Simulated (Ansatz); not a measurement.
The system is CuAu.

```
Au Cu
1.0
     1.44306    0.83315    4.25617
    -1.44306    0.83315    4.25617
     0.00000   -1.66630    4.25617
Au Cu
1 1
Direct
  0.00000 0.00000 0.00000
  0.50000 0.50000 0.50000
```

The cell comes from a database or a generator and needn't be the stable form of this composition.

Base run:

```yaml
Program: Ansatz 0.2.0
Functional: PBEsol
Potentials_or_basis: Ansatz PAW
Cutoff: 420 eV
Density_cutoff: 1680 eV
k_mesh: 11 × 11 × 11
Occupations: fermi-dirac, width 0.05 eV
Spin: spin-orbit coupling, no magnetisation
```

Its results: band gap on the k mesh none (metal or under the smearing width); pressure -9.0 GPa.

Problem. The run is repeated on the same cell with these changes: spin from spin-orbit coupling, no magnetisation to no spin polarisation; potential files from those of the base run to others of the same set. What comes out?

Solution. Band gap on the k mesh none (metal or under the smearing width); pressure -8.1 GPa.

Caveats: the PAW data sets come from PBE, with cores solved anew for the run's functional, which leaves a small shift of forces and pressure.

Not every run made on this cell is shown here.
